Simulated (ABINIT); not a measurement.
Ir:

```
Ir
1.0
     0.00000    1.91560    1.91560
     1.91560    0.00000    1.91560
     1.91560    1.91560    0.00000
Ir
1
Direct
  0.00000 0.00000 0.00000
```

Program: ABINIT 10.8.3 (patched build). Alike in all runs: potentials or basis JTH PAW PBE v2.0; no spin polarisation; cell as given; cutoff (eV) 463; smearing fermi-dirac 0.05 eV.

Order these runs on this cell by their pressure, lowest first.
A. level PBEsol; k mesh 10 × 10 × 10; mesh quality not flagged
B. level AM05; k mesh 12 × 12 × 12; mesh quality not flagged
C. level PBEsol; k mesh 5 × 5 × 5; mesh quality coarse
D. level PBE; k mesh 12 × 12 × 12; mesh quality not flagged

B (-3.3 GPa), A (0.6 GPa), C (5.1 GPa), D (10.9 GPa).

Caveats: some runs use coarse meshes; the PAW data sets were made with another functional, which shifts forces and pressure a little (some runs).
